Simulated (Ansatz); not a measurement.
# Nb, space group Fm-3m: an equation of state with a fit

Computed with the Ansatz DFT code, driven from Python.

Run as a notebook:

**Cell 1**
```python
import ansatz as az
import numpy as np
from scipy.optimize import curve_fit

VECTORS = np.array([
    [0.0, 2.115, 2.115],
    [2.115, 0.0, 2.115],
    [2.115, 2.115, 0.0],
])
SITES = [
    ("Nb", (0.0, 0.0, 0.0)),
]
```

**Cell 2**
```python
def on_lattice(cell):
    crystal = az.Crystal(lattice=az.Lattice.of(cell))
    for symbol, position in SITES:
        crystal = crystal.atom(symbol, position)
    return crystal
```

**Cell 3**
```python
def vinet(v, e0, v0, b0, b1):
    eta = (v / v0) ** (1 / 3)
    return e0 + 2 * b0 * v0 / (b1 - 1) ** 2 * (2 - (5 + 3 * b1 * (eta - 1) - 3 * eta) * np.exp(-1.5 * (b1 - 1) * (eta - 1)))
```

**Cell 4**
```python
volumes, energies, pressures = [], [], []
for scale in np.linspace(0.94, 1.06, 7):
    cell = VECTORS * scale ** (1 / 3)
    calculation = (
        on_lattice(cell).calculation()
        .occupations(az.OccupationsMethod.FERMI_DIRAC, width=0.15)
        .basis(500)
        .kpoints(12, 12, 12)
        .stress()
    )
    rep = calculation.run().report
    volumes.append(abs(np.linalg.det(cell)) / len(SITES))
    energies.append(rep["free_energy_ev"] / len(SITES))
    pressures.append(np.trace(rep["stress_gpa"]) / 3)
    print(f"V = {volumes[-1]:8.4f} A^3/atom  F = {energies[-1]:.5f} eV/atom  P = {pressures[-1]:8.3f} GPa")
```
Output:
```text
V =  17.7864 A^3/atom  F = -4551.98441 eV/atom  P =    9.937 GPa
V =  18.1649 A^3/atom  F = -4552.00312 eV/atom  P =    5.968 GPa
V =  18.5433 A^3/atom  F = -4552.01288 eV/atom  P =    2.347 GPa
V =  18.9217 A^3/atom  F = -4552.01446 eV/atom  P =   -0.955 GPa
V =  19.3002 A^3/atom  F = -4552.00860 eV/atom  P =   -3.964 GPa
V =  19.6786 A^3/atom  F = -4551.99595 eV/atom  P =   -6.705 GPa
V =  20.0570 A^3/atom  F = -4551.97712 eV/atom  P =   -9.199 GPa
```

**Cell 5**
```python
guess = (min(energies), volumes[int(np.argmin(energies))], 0.5, 4.5)
(e0, v0, b0, b1), _ = curve_fit(vinet, np.array(volumes), np.array(energies), p0=guess, maxfev=20000)
print(f"Vinet fit: V0 = {v0:.4f} A^3/atom, B0 = {160.21766 * b0:.1f} GPa, B1 = {b1:.2f}")
print("largest residual", round(1000 * float(np.abs(vinet(np.array(volumes), e0, v0, b0, b1) - energies).max()), 3), "meV/atom")
```
Output:
```text
Vinet fit: V0 = 18.8086 A^3/atom, B0 = 161.0 GPa, B1 = 3.61
largest residual 0.003 meV/atom
```

A third-order Birch-Murnaghan fit through the 7 points (the script's own form differs a little) has its minimum at 18.81 Å³ an atom, 0.6 % below the typed cell, with a bulk modulus of 161 GPa and dB/dP = 3.6. From that minimum the energy rises by 30.4 meV an atom on the compressed side and 37.7 meV on the expanded side.

Reading the output:
- Total energies depend on the potentials; only differences at equal settings carry meaning.
- The mesh is modest for a metal, so energies can be off by several to tens of meV an atom and pressures by half a GPa or more; differences at equal mesh fare better.
- The smearing is wide enough that free energy and stress hold a thermal part of the electrons.
- Pressure is positive in compression.
- No functional is typed, so the default, PBE, holds.
- This isn't the structure that Nb takes at ambient conditions.
- Wall time of the script: 9.4 s on 1 thread of Arm Neoverse V1, with other jobs on the host, peak memory 0.39 GiB.
